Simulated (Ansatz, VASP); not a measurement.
**MgO (Periclase): VASP beside Ansatz**

Aim: how closely do two programs agree when they are given the same cell, functional and k mesh?

Program: Ansatz 0.2.0. Level of theory: plane waves, with VASP 6.6.1 beside it; single point at HSE06. Results are calculated unless marked as measured.

The database entry behind the starting cell differs from later determinations by our own check (about 0.1 % long), so it need not match the best structure at ambient conditions.

### 1. The starting structure

Symmetry: Fm-3m, No. 225, cubic system. The conventional cell has a = 4.217 Å, b = 4.217 Å, c = 4.217 Å, α = 90.00°, β = 90.00°, γ = 90.00°. Mg has 6 O at 2.11 Å nearest. Nearest to O lie 6 Mg at 2.11 Å. Farther neighbours and most contacts between anions are not listed.

As a file:

```cif
data_structure
_symmetry_space_group_name_H-M 'P 1'
_symmetry_Int_Tables_number 1
_cell_length_a 2.9819
_cell_length_b 2.9819
_cell_length_c 2.9819
_cell_angle_alpha 60.000
_cell_angle_beta 60.000
_cell_angle_gamma 60.000
_cell_volume 18.75
loop_
_atom_site_label
_atom_site_type_symbol
_atom_site_fract_x
_atom_site_fract_y
_atom_site_fract_z
_atom_site_occupancy
Mg1 Mg 0.00000 0.00000 0.00000 1
O2 O 0.50000 0.50000 0.50000 1
```

### 2. Ansatz: single point, HSE06

Ansatz runs on its default PAW (the set named soft_2) files.

A single point gives forces, pressure and levels at one fixed geometry, so differences don't come from the geometry; what else differs is listed under the comparison.

Contents of input.yaml:

```yaml
crystal:
  lattice:
    - [0.0, 2.1085, 2.1085]
    - [2.1085, 0.0, 2.1085]
    - [2.1085, 2.1085, 0.0]
  atoms:
    - { symbol: Mg, position: [0.0, 0.0, 0.0] }
    - { symbol: O, position: [0.5, 0.5, 0.5] }
hamiltonian:
  xc: { exchange: pbe, correlation: pbe, exx: { coeff: 0.25, omega: 0.2 } }
  pseudopotentials: { kind: paw }
kpoints:
  mp_grid: { grid: [4, 4, 4] }
scf:
  occupations: { method: gaussian, width: 0.01 }
  n_extra_bands: 4
output:
  forces: true
  stress: true
  eigenvalues: true
  write_density: true
  write_potential: true
  elf: true
  volumetric_format: npy
```

Launch:

```sh
> ansatz run input.yaml --threads 4 --pin off --max-ram 9216MiB --backend cpu --events-out ev --progress --plain --runs-dir out
```

Numbers of over 12 decimals in the logs are rounded to 6 here.

Log:

```text
Warning: output.stress: scf.convergence.dr2_threshold = 1e-7 eV (the SCF's general default) is looser than the 2e-10 eV advised for a printed stress (1e-10 eV for each atom of the cell: 2). What an SCF threshold leaves in a stress goes as its square root, and in the free energy as the threshold itself, and one threshold admits the most on a small cell: [figures from the program's tests cut] Set scf.convergence.dr2_threshold to 2e-10 eV or tighter. The threshold is an SCF's pass mark: one that does not reach it within its budget of iterations ends unconverged, or closes short of it on a stop that the run arms, and scf.convergence.dr2_threshold's page says what that costs each kind of run
Warning: output.stress: scf.exx.energy_threshold = 1e-6 eV is looser than the 2e-8 eV advised for a stress under a hybrid functional (1e-8 eV for each atom of the cell: 2). Every SCF of the exchange loop can meet its threshold on dr2 while the loop round them stops early: no threshold on dr2 bounds what that leaves in the stress. Set scf.exx.energy_threshold to 2e-8 eV or tighter. The threshold is the loop's pass mark: a loop that does not reach it within its budget of cycles ends unconverged, and scf.exx.energy_threshold's page has the law
scf.n_extra_bands = 4 over 8 filled bands (N_el = 16.0): the run solves 12 bands
exact exchange: scf.exx.singularity resolves to wigner_seitz, which cuts the screened interaction at the faces of the exchange supercell's Wigner-Seitz cell, so that each pair interacts once, at the shortest of its separations (the periodic images that this leaves out come, for a point-like exchange hole, to about 0.003 eV on a filled level). The cut falls within the interaction's reach, and what an exchange supercel [...]
Engine: ansatz 0.2.0, x86_64-unknown-linux-gnu
Pseudopotentials: kind: paw
Pseudopotential: Mg, paw, valence charge 10, recommended cutoff 420 eV (normal), Mg.paw.azcp
Pseudopotential: O, paw, valence charge 6, recommended cutoff 420 eV (normal), O.paw.azcp
Functional definition: unnamed
  parameter a_1 = 0.25
  parameter omega_1 = 0.2/angstrom
  exchange = pbe_x + (-a_1)*pbe_x_sr(omega_1) + a_1*exact_x_sr(omega_1)
  correlation = pbe_c
Crystal: 2 atoms, lattice volume = 18.748 Å³
Basis set: ecut = 420 eV, 339 PW (Γ), exchange–correlation on 40×40×40 points (8 copies of the dense FFT grid, shifted against one another)
Bands: 12, of which v1, the nominal top of the filled ones, is band 8 counted from 1 (7 counted from 0)
Symmetry: 48 space group operations
Space group: Fm-3m (ITA 225), of the structure as read, at distance tolerance 2.7e-5 Å
k-points: 8 of 64
Non-local potential: Mg, projectors of the file, l = 0: 3, l = 1: 2, l = 2: 1
Non-local potential: O, projectors of the file, l = 0: 2, l = 1: 2, l = 2: 1
PAW form: soft (Blöchl's): semilocal exchange-correlation on the pseudo side does not see the compensation charge
PAW frozen core: Mg, regenerated for the run's functional, and the local potential with it (the file was generated under x = pbe(κ = 0.804, μ = 0.219515), c = pbe(β = 0.066725))
PAW frozen core: O, regenerated for the run's functional, and the local potential with it (the file was generated under x = pbe(κ = 0.804, μ = 0.219515), c = pbe(β = 0.066725))
PAW one-centre angular grid: Mg, 110 points (default); XC on 96 Gauss nodes
PAW one-centre angular grid: O, 110 points (default); XC on 96 Gauss nodes
Initial density: superposition of atomic densities (neutral atoms: chi_scale 0, normalization atom), corrected by the library's trained network
Initial wavefunctions: pseudopotential atomic-orbital guess
Functional: x = pbe(κ = 0.804, μ = 0.219515), c = pbe(β = 0.066725), warm-up for x = pbe(κ = 0.804, μ = 0.219515) + 0.25 (exact − pbe) at short range (hse, ω = 0.2 Å⁻¹), c = pbe(β = 0.066725)
SCF iter   1: F=—  HF=-2494.120632 eV  |F-HF|=—  |Δ(HF+E_count)|=         —  Δρ=7.72e-4  dr2=7.08e-5  ethr=1.77e-3  ⟨swp⟩=2.1  Hψ=638  notcnv=0
preconditioner: auto → none  [insulator: Δε(μ)=4.706 eV  Ē_g=18.534 eV  σ=0.010 eV  W_gap=1.00  n_scr=8 (ndim 8)  ℏωp=24.3 eV  f_vac=0.000  D(μ)=0.00/eV (n_scr^D=0)]
SCF iter   2: F=-2494.120771 eV  HF=-2494.120736 eV  |F-HF|=3.48e-5  |Δ(HF+E_count)|=   1.04e-4  Δρ=3.18e-4  dr2=9.36e-6  ethr=4.43e-7  ⟨swp⟩=4.0  Hψ=235  notcnv=0  defer=3
SCF 1 stopped early in 2 iterations: F = -2494.120771 eV  dr2 = 9.36e-6
  greatest PAW one-centre occupation: 1.000 electrons in one spin orbital (limit 2), on the Mg atom at site 0 (counted from 0), in its partial waves of l = 0
Initial density: handed on by an earlier stage of this run
Initial wavefunctions: those handed on with the density
Functional: x = pbe(κ = 0.804, μ = 0.219515) + 0.25 (exact − pbe) at short range (hse, ω = 0.2 Å⁻¹), c = pbe(β = 0.066725)
Exchange kernel: α = 0.2500, screened, ω = 0.2000 Å⁻¹, Wigner–Seitz truncation, v(0) = 1004.1483 eV·Å³, q-mesh 4×4×4, nearest image of the exchange supercell L = 11.93 Å, pair-density grid 12×12×12, without the augmentation charges, whose exchange is taken in its separable form by FFT convolution over the k-point mesh (sized by the pseudopotential files, 18×18×18 at the most), smooth part of the exact exchange by density-matrix convolution
Frozen-core exchange: fock
SCF iter   1: F=—  HF=-2494.340086 eV  |F-HF|=—  |Δ(HF+E_count)|=         —  Δρ=7.86e-3  dr2=6.20e-3  ethr=5.85e-7  ⟨swp⟩=5.0  Hψ=427  notcnv=0
preconditioner: auto → none  [insulator: Δε(μ)=6.447 eV  Ē_g=21.083 eV  σ=0.010 eV  W_gap=1.00  n_scr=8 (ndim 8)  ℏωp=24.3 eV  f_vac=0.000  D(μ)=0.00/eV (n_scr^D=0)]
SCF iter   2: F=—  HF=-2494.337711 eV  |F-HF|=—  |Δ(HF+E_count)|=   2.37e-3  Δρ=3.93e-3  dr2=1.23e-3  ethr=5.85e-7  ⟨swp⟩=3.5  Hψ=267  notcnv=0
SCF iter   3: F=—  HF=-2494.340544 eV  |F-HF|=—  |Δ(HF+E_count)|=   2.83e-3  Δρ=1.46e-3  dr2=4.45e-4  ethr=5.85e-7  ⟨swp⟩=3.6  Hψ=263  notcnv=0
SCF iter   4: F=—  HF=-2494.340429 eV  |F-HF|=—  |Δ(HF+E_count)|=   1.16e-4  Δρ=4.77e-4  dr2=3.22e-5  ethr=5.85e-7  ⟨swp⟩=3.6  Hψ=235  notcnv=0
iter 5 solved again at ethr=6.98e-9 eV; its pass at ethr=1.88e-7 eV (dr2=1.12e-6 eV) is discarded
SCF iter   5: F=-2494.340436 eV  HF=-2494.340439 eV  |F-HF|=2.44e-6  |Δ(HF+E_count)|=   9.89e-6  Δρ=9.08e-5  dr2=1.80e-6  ethr=6.98e-9  ⟨swp⟩=2.5  Hψ=344  notcnv=0
SCF 2 stopped early in 5 iterations: F = -2494.340436 eV  dr2 = 1.80e-6
hybrid outer 1: dexx = +3.376e-3 eV, tail = 3.57e-5 eV
Exchange kernel: α = 0.2500, screened, ω = 0.2000 Å⁻¹, Wigner–Seitz truncation, v(0) = 1004.1483 eV·Å³, q-mesh 4×4×4, nearest image of the exchange supercell L = 11.93 Å, pair-density grid 12×12×12, without the augmentation charges, whose exchange is taken in its separable form by FFT convolution over the k-point mesh (sized by the pseudopotential files, 18×18×18 at the most), smooth part of the exact exchange by density-matrix convolution
Frozen-core exchange: fock
SCF iter   1: F=—  HF=-2494.340401 eV  |F-HF|=—  |Δ(HF+E_count)|=         —  Δρ=1.17e-4  dr2=3.28e-6  ethr=1.11e-6  ⟨swp⟩=2.0  Hψ=192  notcnv=0
preconditioner: auto → none  [insulator: Δε(μ)=6.480 eV  Ē_g=21.073 eV  σ=0.010 eV  W_gap=1.00  n_scr=8 (ndim 8)  ℏωp=24.3 eV  f_vac=0.000  D(μ)=0.00/eV (n_scr^D=0)]
SCF iter   2: F=—  HF=-2494.340400 eV  |F-HF|=—  |Δ(HF+E_count)|=   7.44e-7  Δρ=1.13e-5  dr2=3.47e-8  ethr=1.51e-8  ⟨swp⟩=3.2  Hψ=205  notcnv=0
SCF iter   3: F=-2494.340400 eV  HF=-2494.340400 eV  |F-HF|=3.36e-9  |Δ(HF+E_count)|=   9.75e-8  Δρ=6.76e-6  dr2=4.02e-9  ethr=9.74e-11  ⟨swp⟩=4.0  Hψ=266  notcnv=0
SCF 3 converged in 3 iterations: F = -2494.340400 eV  dr2 = 4.02e-9
  Residual-converged pass: ⟨swp⟩=2.8  Hψ=162  notcnv=0  max |occ|·‖R‖ = 2.3e-6 eV (tolerance 2.4e-6 eV)  dr2=3.97e-9  dr2_onsite=1.83e-9  max |Δocc| = 0.0e0
hybrid outer 2: dexx = +8.869e-8 eV, tail = 2.04e-8 eV, Δε = 3.57e-3 eV (about 1.99e-4 eV left of the loop's levels)
hybrid SCF converged: 2 outer / 8 inner (+2 warm-up), last move |dexx| = 8.87e-8 eV, tail = 2.04e-8 eV
Stability not checked: this state was not tested for a lower state beside it, because the functional holds exact exchange (a hybrid, or Hartree-Fock), whose exchange loop this test does not read (fock_operator; see scf.lower_state_search)
Free energy (F): -2494.340400 eV
Frozen-core exchange: fock
Harris-Foulkes:  -2494.340400 eV  (|F-HF|=3.36e-9)
Internal energy: -2494.340400 eV  (E = F + TS)
E sigma→0 (E₀):  -2494.340400 eV
Fermi energy:    10.071499 eV
--- Per-component energies (eV) ---
  E_band       = -340.906721
  E_kinetic    = 256.785225
  E_local      = -1605.045574  (includes V_loc(G=0)·N_el)
  E_nonlocal   = 141.075006
  E_hartree    = 556.166046
  E_xc         = -84.718081
  E_vxc        = -107.597351  (∫ρ·V_xc dr)
  E_exx        = -71.738298  (= α·E_x^exact, valence–valence)
  E_paw        = -398.948791  (= ΣΔE_a)
  E_vpaw       = 5.017239  (= ΣTr[D̂ρ^β])
  E_aug_tail   = 0.002498  (compensation charges beyond the density's cutoff)
  E_ewald      = -1287.856876
  E_core_change = -0.061555  (= ΣΔE_core)
  E_smearing   = -0.000000  (= −TS)
  E_closure    = -0.000000  (closes the sum)
  Σ components = -2494.340400   (vs F -2494.340400, Δ=0.00e0)
--- Forces (eV/Å), atoms counted from 1 ---
  atom   1  Mg    -0.00000000     0.00000000    -0.00000000
  atom   2  O      0.00000000    -0.00000000     0.00000000
  max |Σ_I F_I| component: 1.58e-29 eV/Å
--- Stress (GPa, compression-positive) ---
       -1.776214      -0.000000       0.000000
       -0.000000      -1.776214      -0.000000
        0.000000      -0.000000      -1.776214
  P = ⅓ Tr σ = -1.7762 GPa (-17.762 kbar)
--- Band table (eV; the first three rows and the last of 8) ---
  k-point 0: bands = [... 4 lower, -11.9606, 6.8320, 6.8320, 6.8320, 13.3110, 24.6151, 24.6151, 24.6151]
  k-point 1: bands = [... 4 lower, -11.3286, 4.0488, 6.4655, 6.4655, 15.7556, 21.4010, 25.5328, 25.5328]
  k-point 2: bands = [... 4 lower, -10.5864, 1.9337, 6.1267, 6.1267, 16.5326, 21.7102, 25.2077, 25.2077]
  k-point 7: bands = [... 4 lower, -10.2886, 3.7008, 3.7008, 4.9530, 20.5052, 20.5052, 21.0853, 24.4971]
```

Elapsed: 2.2 s, on 4 threads of AMD EPYC 7B13 (Zen 3), shared host; peak memory 0.45 GiB.

The column dr2 measures how far the density is from self-consistency, as an energy; F and HF (Harris–Foulkes) agree once it is small.

The run ends at a pressure of -1.78 GPa.

### 3. VASP: single point, HSE06

The same cell, functional, mesh and smearing now go to VASP, with its own data sets and cutoff.

Lines of VASP's logs that name or quote its potential files are left out, and so is its time.

The run reads the wave functions of an earlier VASP run, which isn't shown here.

Contents of INCAR:

```
SYSTEM = MgO
PREC = Accurate
ENCUT = 440
EDIFF = 1E-08
NELM = 100
ISMEAR = 0
SIGMA = 0.01
LREAL = .FALSE.
ALGO = Normal
LHFCALC = .TRUE.
AEXX = 0.25
GGA = PE
HFSCREEN = 0.2
LASPH = .TRUE.
NBANDS = 10
PRECFOCK = Fast
LORBIT = 11
LWAVE = .TRUE.
LCHARG = .FALSE.
KPAR = 8
```

Contents of POSCAR:

```
MgO
1.0
    0.0000000000      2.1085000000      2.1085000000
    2.1085000000      0.0000000000      2.1085000000
    2.1085000000      2.1085000000      0.0000000000
Mg O
1 1
Direct
    0.0000000000      0.0000000000      0.0000000000
    0.5000000000      0.5000000000      0.5000000000
```

Contents of KPOINTS:

```
Automatic mesh
0
Gamma
4 4 4
0 0 0
```

The projector-augmented-wave data sets are Mg_GW and O_GW (PBE family, release 64).

Launch:

```sh
> mpirun -np 8 vasp_std
```

Log:

```text
[banner, memory and clock lines left out]
running    8 mpi-ranks, on    1 nodes
 distrk:  each k-point on    1 cores,    8 groups
 distr:  one band on    1 cores,    1 groups

 POSCAR found type information on POSCAR MgO
 POSCAR found :  2 types and       2 ions
|                                                                             |
|           W    W    AA    RRRRR   N    N  II  N    N   GGGG   !!!           |
|           W    W   A  A   R    R  NN   N  II  NN   N  G    G  !!!           |
|           W    W  A    A  R    R  N N  N  II  N N  N  G       !!!           |
|           W WW W  AAAAAA  RRRRR   N  N N  II  N  N N  G  GGG   !            |
|           WW  WW  A    A  R   R   N   NN  II  N   NN  G    G                |
|           W    W  A    A  R    R  N    N  II  N    N   GGGG   !!!           |
|                                                                             |
|     For optimal performance we recommend to set                             |
|       NCORE = 2 up to number-of-cores-per-socket                            |
|     NCORE specifies how many cores store one orbital (NPAR=cpu/NCORE).      |
|     This setting can greatly improve the performance of VASP for DFT.       |
|     The default, NCORE=1 might be grossly inefficient on modern             |
|     multi-core architectures or massively parallel machines. Do your        |
|     Unfortunately you need to use the default for GW and RPA                |
|     calculations (for HF NCORE is supported but not extensively tested      |
|     yet).                                                                   |
|                                                                             |

 LDA part: xc-table for (Slater+PW92), standard interpolation
 found WAVECAR, reading the header
 POSCAR, INCAR and KPOINTS ok, starting setup
 FFT: planning ... GRIDC
 FFT: planning ... GRID_SOFT
 FFT: planning ... GRID
 reading WAVECAR
 the WAVECAR file was read successfully
 initial charge from wavefunction
 entering main loop
       N       E                     dE             d eps       ncg     rms          rms(c)
DAV:   1    -0.142449747442E+02   -0.14245E+02   -0.32340E-01   168   0.669E+00    0.309E-01
DAV:   2    -0.142461105678E+02   -0.11358E-02   -0.20833E-03   186   0.454E-01    0.215E-01
DAV:   3    -0.142455479811E+02    0.56259E-03   -0.35894E-04   194   0.123E-01    0.137E-01
DAV:   4    -0.142453694755E+02    0.17851E-03   -0.76633E-05   208   0.126E-01    0.814E-02
DAV:   5    -0.142453082230E+02    0.61252E-04   -0.23161E-05   202   0.905E-02    0.461E-02
DAV:   6    -0.142452883313E+02    0.19892E-04   -0.77376E-06   212   0.501E-02    0.263E-02
DAV:   7    -0.142452817247E+02    0.66066E-05   -0.26958E-06   204   0.261E-02    0.154E-02
DAV:   8    -0.142452796846E+02    0.20401E-05   -0.98203E-07   210   0.151E-02    0.914E-03
DAV:   9    -0.142452790792E+02    0.60536E-06   -0.33998E-07   212   0.936E-03    0.540E-03
DAV:  10    -0.142452788719E+02    0.20734E-06   -0.11981E-07   212   0.570E-03    0.319E-03
DAV:  11    -0.142452788372E+02    0.34674E-07   -0.43389E-08   208   0.337E-03    0.190E-03
DAV:  12    -0.142452788273E+02    0.99198E-08   -0.15987E-08   164   0.200E-03
   1 F= -.14245279E+02 E0= -.14245279E+02  d E =-.245447E-37
 writing wavefunctions
```

OUTCAR, selected parts (step 3):

```text
ion  position               nearest neighbor table
   1  0.000  0.000  0.000-   2 2.11   2 2.11   2 2.11   2 2.11   2 2.11   2 2.11
   2  0.500  0.500  0.500-   1 2.11   1 2.11   1 2.11   1 2.11   1 2.11   1 2.11

  LATTYP: Found a face centered cubic cell.
 ALAT       =     4.2170000000

 Subroutine GETGRP returns: Found 48 space group operations
 (whereof 48 operations were pure point group operations)

The static configuration has the point symmetry O_h .

 Found      8 irreducible k-points:

   k-points           NKPTS =      8   k-points in BZ     NKDIM =     64   number of bands    NBANDS=     10

   dimension x,y,z NGX =    20 NGY =   20 NGZ =   20
   dimension x,y,z NGXF=    40 NGYF=   40 NGZF=   40

   ENCUT  =  440.0 eV  32.34 Ry    5.69 a.u.   5.10  5.10  5.10*2*pi/ulx,y,z

   NELECT =       8.0000    total number of electrons

 k-points in reciprocal lattice and weights: Automatic mesh
   0.00000000  0.00000000  0.00000000       0.016
   0.25000000  0.00000000  0.00000000       0.125
   0.50000000  0.00000000  0.00000000       0.062
   0.25000000  0.25000000  0.00000000       0.094
   0.50000000  0.25000000  0.00000000       0.375
  -0.25000000  0.25000000  0.00000000       0.188
   0.50000000  0.50000000  0.00000000       0.047
  -0.25000000  0.50000000  0.25000000       0.094

  exchange ACFDT corr.  =         0.00000000  see jH, gK, PRB 81, 115126

 average (electrostatic) potential at core
       1 -30.8493       2 -63.4812

 E-fermi :   1.9875

 k-point     1 :       0.0000    0.0000    0.0000
  band No.  band energies     occupation
      1     -16.9023      2.00000
      2       1.8989      2.00000
      3       1.8990      2.00000
      4       1.8992      2.00000
      5       8.3450      0.00000
      6      19.6656      0.00000
      7      19.6656      0.00000
      8      19.6656      0.00000
      9      23.5839      0.00000
    ...

 k-point     2 :       0.2500    0.0000    0.0000
  band No.  band energies     occupation
      1     -16.2892      2.00000
      2      -0.8875      2.00000
      3       1.5351      2.00000
      4       1.5353      2.00000
      5      10.7922      0.00000
      6      16.4577      0.00000
      7      20.5425      0.00000
      8      20.5425      0.00000
      9      24.1125      0.00000
    ...

 k-point     3 :       0.5000    0.0000    0.0000
  band No.  band energies     occupation
      1     -15.5674      2.00000
      2      -3.0075      2.00000
      3       1.1962      2.00000
      4       1.1964      2.00000
      5      11.5773      0.00000
      6      16.7477      0.00000
      7      20.1578      0.00000
      8      20.1578      0.00000
      9      24.8619      0.00000
    ...

  energy-cutoff  :      440.00
  volume of cell :       18.75
      direct lattice vectors                 reciprocal lattice vectors
     0.000000000  2.108500000  2.108500000    -0.237135404  0.237135404  0.237135404
     2.108500000  0.000000000  2.108500000     0.237135404 -0.237135404  0.237135404
     2.108500000  2.108500000  0.000000000     0.237135404  0.237135404 -0.237135404

 POSITION                                       TOTAL-FORCE (eV/Angst)
 -----------------------------------------------------------------------------------
      0.00000      0.00000      0.00000         0.000000      0.000000      0.000000
      2.10850      2.10850      2.10850         0.000000     -0.000000     -0.000000
 -----------------------------------------------------------------------------------
    total drift:                               -0.000008     -0.000012     -0.000012

  FREE ENERGIE OF THE ION-ELECTRON SYSTEM (eV)
  ---------------------------------------------------
  free  energy   TOTEN  =       -14.2452788273 eV

  energy  without entropy=      -14.2452788273  energy(sigma->0) =      -14.24527883

 total charge
# of ion       s       p       d       tot
------------------------------------------
    1        0.138   0.174   0.077   0.389
    2        1.520   3.541   0.000   5.061
--------------------------------------------------
tot          1.658   3.715   0.077   5.450

[... 3 further parts left out ...]
```

The k-mesh is coarse for exact exchange; levels may shift by about 0.1 eV on a finer one.

### 4. Side by side

Known differences besides the potentials themselves: exact exchange at q = 0 is treated differently, which shows on coarse meshes; VASP keeps PBE cores, Ansatz makes them for the functional; the data sets hold 16 valence electrons in Ansatz (default PAW (the set named soft_2) files) and 8 in VASP; the cutoff is 420 eV in Ansatz and 440 eV in VASP; VASP takes a coarser grid for exact exchange (PRECFOCK = Fast). Total energies have different zeros and are not compared.

Compared:

```
              quantity  Ansatz   VASP  difference
gap on the k mesh (eV)   6.479  6.446      +0.033
```

A gap on the mesh is an upper bound, since the band edges may lie between its points.

### 5. Outcome

```
difference in gap on the k mesh (single point, HSE06) : 0.033 eV
```

**Reading.** The difference in gap on the k mesh is 0.033 eV (single point, HSE06), within the 0.08 eV picked in this series as the mark of a large difference. How closely two codes agree says nothing of how well the functional describes the real material.

[Lines on the potential files, build, host, timing and source positions are cut from VASP's logs without a mark.]

[Logs are printed without paths, hosts, clocks, repeated set-up lines and the standing remarks that a program may print on its own settings, such as how far it seeks lower states.]

[Hosts, paths, dates, database ids (printed as entryN), source tags and the programs' standing remarks are cut or masked in the printed files.]
